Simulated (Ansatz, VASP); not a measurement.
**Ta (Ta strained to the junction's net) in two plane-wave programs**

Aim: how closely do two programs agree when they are given the same cell, functional and k mesh? The structure shown is the end of the Ansatz relaxation below.

Calculated with Ansatz 0.2.0; plane waves, with VASP 6.6.1 beside it; single point at PBE.

## Step 1: The structure

Symmetry: I4/mmm, No. 139, tetragonal system. The conventional cell has a = 3.264 Å, b = 3.264 Å, c = 3.396 Å, α = 90.00°, β = 90.00°, γ = 90.00°. Nearest to Ta lie 8 Ta at 2.87 Å.

## Step 2: Ansatz: relaxation, PBE

Ansatz runs on its default PAW (the set named soft_2) files.

This run makes the geometry at which the two programs are then compared.

Input file input.yaml:

```yaml
crystal:
  lattice:
    - [3.264, 0.0, 0.0]
    - [0.0, 3.264, 0.0]
    - [0.0, 0.0, 3.3422]
  atoms:
    - { symbol: Ta, position: [0.0, 0.0, 0.0] }
    - { symbol: Ta, position: [0.5, 0.5, 0.5] }
kpoints:
  mp_grid: { grid: [10, 10, 9] }
scf:
  occupations: { method: fermi_dirac, width: 0.1 }
  max_iter: 150
hamiltonian:
  xc: pbe
relax:
  f_tol: 0.01
  max_steps: 40
  cell: { fix: [a, b, angles] }
```

Command:

```
$ ansatz run input.yaml --threads 8 --pin off --max-ram 24576MiB --backend cpu --events-out ev --progress --plain --runs-dir out
```

Numbers of over 12 decimals in the logs are rounded to 6 here.

Log:

```text
Engine: ansatz 0.2.0, aarch64-unknown-linux-gnu
Pseudopotentials: kind: paw
Pseudopotential: Ta, paw, valence charge 13, recommended cutoff 420 eV (normal), Ta.paw.azcp
Functional definition: PBE
  parameter kappa = 0.804
  parameter beta = 0.066725
  exchange = pbe_x(kappa = kappa, mu = beta*pi^2/3)
  correlation = pbe_c(beta = beta)
Crystal: 2 atoms, lattice volume = 35.607 Å³
Basis set: ecut = 420 eV, 707 PW (Γ), exchange–correlation on 48×48×48 points (8 copies of the dense FFT grid, shifted against one another)
Bands: 17, of which v1, the nominal top of the filled ones, is band 13 counted from 1 (12 counted from 0)
Symmetry: 32 space group operations
Space group: I4/mmm (ITA 139), of the structure as read, at distance tolerance 3.3e-5 Å
k-points: 105 of 900
Non-local potential: Ta, projectors of the file, l = 0: 3, l = 1: 2, l = 2: 2, l = 3: 1
PAW form: soft (Blöchl's): semilocal exchange-correlation on the pseudo side does not see the compensation charge
PAW one-centre angular grid: Ta, 590 points (default); XC on 64 Gauss nodes
Initial density: superposition of atomic densities (neutral atoms: chi_scale 0, normalization atom), corrected by the library's trained network
Initial wavefunctions: pseudopotential atomic-orbital guess
Functional: x = pbe(κ = 0.804, μ = 0.219515), c = pbe(β = 0.066725)
SCF iter   1: F=—  HF=-19864.518752 eV  |F-HF|=—  |Δ(HF+E_count)|=         —  Δρ=2.15e-3  dr2=4.60e-4  ethr=1.77e-3  ⟨swp⟩=5.1  Hψ=7799  notcnv=0
preconditioner: auto → none  [metal: Δε(μ)=0.003 eV  Ē_g=5.022 eV  σ=0.100 eV  W_gap=0.01  n_scr=6 (ndim 8)  ℏωp=19.7 eV  f_vac=0.000  D(μ)=2.80/eV (n_scr^D=28)  sad-step TF]
SCF iter   2: F=—  HF=-19864.519342 eV  |F-HF|=—  |Δ(HF+E_count)|=   5.90e-4  Δρ=1.22e-3  dr2=1.95e-4  ethr=1.77e-6  ⟨swp⟩=2.6  Hψ=4037  notcnv=0
SCF iter   3: F=—  HF=-19864.519509 eV  |F-HF|=—  |Δ(HF+E_count)|=   1.67e-4  Δρ=4.03e-4  dr2=3.76e-5  ethr=7.49e-7  ⟨swp⟩=2.1  Hψ=3100  notcnv=0
SCF iter   4: F=—  HF=-19864.519492 eV  |F-HF|=—  |Δ(HF+E_count)|=   1.66e-5  Δρ=1.63e-4  dr2=4.52e-6  ethr=1.45e-7  ⟨swp⟩=3.0  Hψ=3207  notcnv=0
iter 5 did not close the SCF: its close was put off for the readings that it lacked (scf_convergence_deferred on its scf_iter line)
SCF iter   5: F=-19864.519490 eV  HF=-19864.519490 eV  |F-HF|=8.53e-9  |Δ(HF+E_count)|=   1.72e-6  Δρ=3.03e-5  dr2=9.70e-8  ethr=1.74e-8  ⟨swp⟩=2.1  Hψ=3004  notcnv=0
SCF iter   6: F=-19864.519490 eV  HF=-19864.519490 eV  |F-HF|=1.42e-10  |Δ(HF+E_count)|=   1.35e-8  Δρ=1.17e-6  dr2=2.11e-10  ethr=3.73e-10  ⟨swp⟩=2.2  Hψ=6759  notcnv=0
SCF 1 converged in 6 iterations: F = -19864.519490 eV  dr2 = 2.11e-10
  greatest PAW one-centre occupation: 0.999 electrons in one spin orbital (limit 2), on the Ta atom at site 1 (counted from 0), in its partial waves of l = 0
relax step   1: F+E_penalty+E_count = -19864.51949035 eV  Δ(F+E_penalty+E_count) = +0.000e0 eV  max|allowed force component| = 1.479e-31 eV/Å  Δτ_max = 0.0000 Å  P = +5.941 GPa  Ω = 35.607 Å³  fix = [a, b, alpha, beta, gamma]  reactions: a +6.795, b +6.795 GPa  (6 SCF iters, dr2 threshold 1.00e-7 eV, accepted)
[...]
relax step   2: F+E_penalty+E_count = -19864.50090220 eV  Δ(F+E_penalty+E_count) = +1.859e-2 eV  max|allowed force component| = 3.427e-30 eV/Å  Δτ_max = 0.0000 Å  P = -2.944 GPa  Ω = 37.279 Å³  energy of the carried Pulay correction = -5.909e-4 eV  fix = [a, b, alpha, beta, gamma]  (6 SCF iters, dr2 threshold 2.00e-7 eV, rejected (line search))
[...]
relax step   3: F+E_penalty+E_count = -19864.52664182 eV  Δ(F+E_penalty+E_count) = -7.151e-3 eV  max|allowed force component| = 8.677e-30 eV/Å  Δτ_max = 0.0000 Å  P = +2.389 GPa  Ω = 36.226 Å³  energy of the carried Pulay correction = -2.220e-4 eV  fix = [a, b, alpha, beta, gamma]  reactions: a +3.752, b +3.752 GPa  (6 SCF iters, accepted)
[...]
relax step   4: F+E_penalty+E_count = -19864.52670892 eV  Δ(F+E_penalty+E_count) = -6.710e-5 eV  max|allowed force component| = 4.807e-30 eV/Å  Δτ_max = 0.0000 Å  P = +2.641 GPa  Ω = 36.180 Å³  energy of the carried Pulay correction = -2.057e-4 eV  fix = [a, b, alpha, beta, gamma]  reactions: a +3.969, b +3.969 GPa  (6 SCF iters, dr2 threshold 2.00e-7 eV, accepted)
[...]
relax step   5: F+E_penalty+E_count = -19864.52694825 eV  Δ(F+E_penalty+E_count) = -2.393e-4 eV  max|allowed force component| = 4.733e-30 eV/Å  Δτ_max = 0.0000 Å  P = +2.649 GPa  Ω = 36.180 Å³  fix = [a, b, alpha, beta, gamma]  reactions: a +3.973, b +3.973 GPa  stress off target by 4.54e-4 GPa on what of the cell is left free  SCF on the basis re-selected at this cell (its energy is not comparable with the rows above)  (8 SCF iters)
basis re-selected at this cell: Δ(F+E_penalty+E_count) = -2.393e-4 eV, ΔP = +0.008 GPa vs the last step (what re-selecting the basis moved, of the pressure what is left beyond the Pulay correction that the steps carried, after the strain that the cell walked since its last selection, with what the two solves' SCF thresholds leave and, on support functions, any second-order correction that the steps lacked; it is no m [...]
SCF converged after 8 iterations
Free energy (F): -19864.526948 eV
Harris-Foulkes:  -19864.526948 eV  (|F-HF|=7.28e-12)
Internal energy: -19864.436173 eV  (E = F + TS)
E sigma→0 (E₀):  -19864.481561 eV
Entropy (-TS):   -0.090775 eV (-45.388 meV/atom)
Fermi energy:    18.564580 eV
--- Per-component energies (eV) ---
  E_band       = -209.056680
  E_kinetic    = 732.131691
  E_local      = -1099.962066  (includes V_loc(G=0)·N_el)
  E_nonlocal   = 29.669849
  E_hartree    = 381.666399
  E_xc         = -436.989353
  E_vxc        = -408.188694  (∫ρ·V_xc dr)
  E_paw        = -16793.329935  (= ΣΔE_a)
  E_vpaw       = -226.040538  (= ΣTr[D̂ρ^β])
  E_aug_tail   = 0.000279  (compensation charges beyond the density's cutoff)
  E_ewald      = -2677.623038
  E_smearing   = -0.090775  (= −TS)
  E_closure    = 0.000000  (closes the sum)
  Σ components = -19864.526948   (vs F -19864.526948, Δ=0.00e0)
--- Forces (eV/Å), atoms counted from 1 ---
  atom   1  Ta     0.00000000     0.00000000     0.00000000
  atom   2  Ta    -0.00000000     0.00000000     0.00000000
  max |Σ_I F_I| component: 1.37e-29 eV/Å
--- Stress (GPa, compression-positive) ---
        3.972992      -0.000000       0.000000
       -0.000000       3.972992       0.000000
        0.000000       0.000000       0.000454
  P = ⅓ Tr σ = 2.6488 GPa (26.488 kbar)
--- Relaxed structure (4 steps of the walk, 3 accepted, 1 SCFs on fresh bases) ---
  F+E_penalty+E_count = -19864.52694825 eV   max|allowed force component| = 4.733e-30 eV/Å   (the final SCF, on the basis selected at the relaxed cell)
  cell:  # Å, volume = 36.1799 Å³
    - [3.264, 0, 0.0]
    - [0, 3.264, 0.0]
    - [0.0, 0.0, 3.395993]
  atoms:
    - { symbol: Ta, position: [0.0, 0.0, 0.0] }
    - { symbol: Ta, position: [0.5, 0.5, 0.500000] }
```

## Step 3: VASP: single point, PBE

The same cell, functional, mesh and smearing now go to VASP, with its own data sets.

Lines of VASP's logs that name or quote its potential files are left out, and so is its time.

Input file INCAR:

```
SYSTEM = Ta
PREC = Accurate
ENCUT = 500
EDIFF = 1E-06
NELM = 120
ISMEAR = -1
SIGMA = 0.1
LREAL = .FALSE.
ALGO = Normal
GGA = PE
NBANDS = 17
LASPH = .TRUE.
LORBIT = 11
LWAVE = .FALSE.
LCHARG = .FALSE.
ISIF = 2
GGA_COMPAT = .FALSE.
```

Input file POSCAR:

```
Ta
1.0
    3.2640000000      0.0000000000      0.0000000000
    0.0000000000      3.2640000000      0.0000000000
    0.0000000000      0.0000000000      3.3959929093
Ta
2
Direct
    0.0000000000      0.0000000000      0.0000000000
    0.5000000000      0.5000000000      0.5000000000
```

Input file KPOINTS:

```
Automatic mesh
0
Gamma
10 10 9
0 0 0
```

Potentials, in the order of the species: Ta_pv (PBE family, release 64).

Command:

```
$ mpirun -np 1 vasp_std
```

Log:

```text
[banner, memory and clock lines left out]
running    1 mpi-ranks, on    1 nodes
 distrk:  each k-point on    1 cores,    1 groups
 distr:  one band on    1 cores,    1 groups

 POSCAR found type information on POSCAR Ta
 POSCAR found :  1 types and       2 ions
 LDA part: xc-table for (Slater+PW92), standard interpolation
 POSCAR, INCAR and KPOINTS ok, starting setup
 FFT: planning ... GRIDC
 FFT: planning ... GRID_SOFT
 FFT: planning ... GRID
 WAVECAR not read
 entering main loop
       N       E                     dE             d eps       ncg     rms          rms(c)
DAV:   1     0.165630358201E+03    0.16563E+03   -0.12449E+04  3570   0.129E+03
DAV:   2    -0.208530230915E+02   -0.18648E+03   -0.18366E+03  4488   0.364E+02
DAV:   3    -0.245521176427E+02   -0.36991E+01   -0.36331E+01  4384   0.493E+01
DAV:   4    -0.245790598484E+02   -0.26942E-01   -0.26851E-01  4307   0.439E+00
DAV:   5    -0.245792890263E+02   -0.22918E-03   -0.22910E-03  4254   0.353E-01    0.189E+01
DAV:   6    -0.238676080102E+02    0.71168E+00   -0.77837E-01  3948   0.817E+00    0.927E+00
DAV:   7    -0.236524739848E+02    0.21513E+00   -0.68104E-01  4199   0.722E+00    0.519E-01
DAV:   8    -0.236503065659E+02    0.21674E-02   -0.13076E-02  3980   0.103E+00    0.183E-01
DAV:   9    -0.236502098384E+02    0.96728E-04   -0.44735E-04  4249   0.203E-01    0.411E-02
DAV:  10    -0.236501960323E+02    0.13806E-04   -0.30868E-05  4451   0.564E-02    0.147E-02
DAV:  11    -0.236501954031E+02    0.62920E-06   -0.32445E-06  3593   0.174E-02
   1 F= -.23650195E+02 E0= -.23604780E+02  d E =-.908316E-01
```

From OUTCAR (step 3):

```text
ion  position               nearest neighbor table
   1  0.000  0.000  0.000-   2 2.87   2 2.87   2 2.87   2 2.87   2 2.87   2 2.87   2 2.87   2 2.87

  LATTYP: Found a simple tetragonal cell.
 ALAT       =     3.2640000000
 C/A-ratio  =     1.0404390041

 Subroutine GETGRP returns: Found 16 space group operations
 (whereof 16 operations were pure point group operations)

The static configuration has the point symmetry D_4h.

 Found    105 irreducible k-points:

   k-points           NKPTS =    105   k-points in BZ     NKDIM =    105   number of bands    NBANDS=     17

   dimension x,y,z NGX =    24 NGY =   24 NGZ =   28
   dimension x,y,z NGXF=    48 NGYF=   48 NGZF=   56

   ENCUT  =  500.0 eV  36.75 Ry    6.06 a.u.   5.95  5.95  6.19*2*pi/ulx,y,z

   NELECT =      22.0000    total number of electrons

 k-points in reciprocal lattice and weights: Automatic mesh
   0.00000000  0.00000000  0.00000000       0.001
   0.10000000  0.00000000  0.00000000       0.004
   0.20000000  0.00000000  0.00000000       0.004
   0.30000000  0.00000000  0.00000000       0.004
   0.40000000  0.00000000  0.00000000       0.004
   0.50000000  0.00000000  0.00000000       0.002
   0.10000000  0.10000000  0.00000000       0.004
   0.20000000  0.10000000  0.00000000       0.009
   0.30000000  0.10000000  0.00000000       0.009
[...]
0.50000000  0.40000000  0.44444444       0.009
   0.50000000  0.50000000  0.44444444       0.002

 average (electrostatic) potential at core
       1 -36.4869       2 -36.4869

 E-fermi :   5.4663

 k-point     1 :       0.0000    0.0000    0.0000
  band No.  band energies     occupation
    ...
      5     -27.6358      2.00000
      6     -27.6358      2.00000
      7      -2.4484      2.00000
      8       1.6140      2.00000
      9       1.7373      2.00000
     10       6.0389      0.00650
     11       6.0389      0.00650
     12       6.5259      0.00005
     13       9.0939      0.00000
     14       9.7591      0.00000
    ...

 k-point     2 :       0.1000    0.0000    0.0000
  band No.  band energies     occupation
    ...
      5     -27.6639      2.00000
      6     -27.6536      2.00000
      7      -2.2197      2.00000
      8       1.7508      2.00000
      9       1.9014      2.00000
     10       5.9923      0.01034
     11       6.1475      0.00220
     12       6.4735      0.00008
     13       9.0158      0.00000
     14       9.6057      0.00000
    ...

 k-point     3 :       0.2000    0.0000    0.0000
  band No.  band energies     occupation
    ...
      5     -27.7230      2.00000
      6     -27.7058      2.00000
      7      -1.5625      2.00000
      8       2.1275      2.00000
      9       2.3364      2.00000
     10       5.9014      0.02546
     11       6.3669      0.00025
     12       6.4700      0.00009
     13       8.2132      0.00000
     14       9.3609      0.00000
    ...

  Total        0.9211850      0.9211850      0.0266653      0.0000000      0.0000000      0.0000000
  in kB       40.7934414     40.7934414      1.1808374      0.0000000      0.0000000      0.0000000
  external PRESSURE =      27.5892401 kB  Pullay stress =       0.0000000 kB

  energy-cutoff  :      500.00
  volume of cell :       36.18
      direct lattice vectors                 reciprocal lattice vectors
     3.264000000  0.000000000  0.000000000     0.306372549  0.000000000  0.000000000
     0.000000000  3.264000000  0.000000000     0.000000000  0.306372549  0.000000000
     0.000000000  0.000000000  3.395992909     0.000000000  0.000000000  0.294464690

 POSITION                                       TOTAL-FORCE (eV/Angst)
 -----------------------------------------------------------------------------------
      0.00000      0.00000      0.00000        -0.000000     -0.000000     -0.000000
      1.63200      1.63200      1.69800         0.000000      0.000000      0.000000
 -----------------------------------------------------------------------------------
    total drift:                                0.000000      0.000000     -0.000000

  FREE ENERGIE OF THE ION-ELECTRON SYSTEM (eV)
  ---------------------------------------------------
  free  energy   TOTEN  =       -23.6501954031 eV

  energy  without entropy=      -23.5593637863  energy(sigma->0) =      -23.60477959

 total charge
# of ion       s       p       d       tot
------------------------------------------
    1        0.371   6.171   2.384   8.926
    2        0.371   6.171   2.384   8.926
--------------------------------------------------
tot          0.742  12.341   4.768  17.851

[... 3 further parts left out ...]
```

The run ends at a pressure of 2.76 GPa.

## Step 4: Side by side

Known differences besides the potentials themselves: the data sets hold 26 valence electrons in Ansatz (on its default PAW (the set named soft_2) files) and 22 in VASP; the cutoff is 420 eV in Ansatz and 500 eV in VASP; Ansatz's pressure holds a Pulay correction, VASP's none. Total energies have different zeros and are not compared.

The two programs side by side:

```
      quantity  Ansatz  VASP  difference
pressure (GPa)    2.65  2.76       -0.11
```

## Step 5: What came out

```json
{"difference in pressure (single point, PBE)": "-0.11 GPa"}
```

In words: The difference in pressure is -0.11 GPa (single point, PBE), within the 1 GPa picked in this series as the mark of a large difference. The data sets hold unlike numbers of valence electrons (26 in Ansatz and 22 in VASP), so part of the differences comes from the potentials. How closely two codes agree says nothing of how well the functional describes the real material.

[Lines on the potential files, build, host, timing and source positions are cut from VASP's logs without a mark.]

[Logs are printed without paths, hosts, clocks, repeated set-up lines and the standing remarks that a program may print on its own settings, such as how far it seeks lower states.]

[Hosts, paths, dates, database ids (printed as entryN), source tags and the programs' standing remarks are cut or masked in the printed files.]
